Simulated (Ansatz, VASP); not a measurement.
**One calculation of C, two programs**

```
C
1.0
     3.61539    0.00000    0.00000
    -1.80769    3.13102    0.00000
     0.00000    0.00000    1.28391
C
1
Direct
  0.00000 0.00000 0.00000
```

Alike in both runs: task relaxation of cell and atoms; functional PBE; k mesh 18 × 18 × 42; occupations gaussian, width 0.1 eV; no spin polarisation.

|  | VASP | Ansatz |
| --- | --- | --- |
| version | VASP 6.6.1 | Ansatz 0.2.0 |
| potentials or method | VASP PAW PBE potentials, release 64 (C) | scalar-relativistic, plane waves, PAW |
| plane-wave cutoff (eV) | 600 | 420 |
| valence electrons in the cell | 4 | 4 |

Ansatz gave:

```
gap on the k mesh at the Fermi level, each at its own relaxed structure (eV) : none
relaxed volume (Å³/atom)                                                     : 21.22
relaxed cell length with the largest relative difference (Å)                 : 4.372
energy change over the relaxation (meV/atom)                                 : -24
```

Problem. Which values does VASP return?

Solution. gap on the k mesh at the Fermi level, each at its own relaxed structure (eV): none; relaxed volume (Å³/atom): 19.28; relaxed cell length with the largest relative difference (Å): 4.167; energy change over the relaxation (meV/atom): -19.

A gap of «none» marks a metal or a gap that the smearing closes. One of these differences is far larger than is usual between the two programs; its cause wasn't traced.

Caveats: the volume moved by over 15 % at a fixed basis, so the end points are rough (VASP).
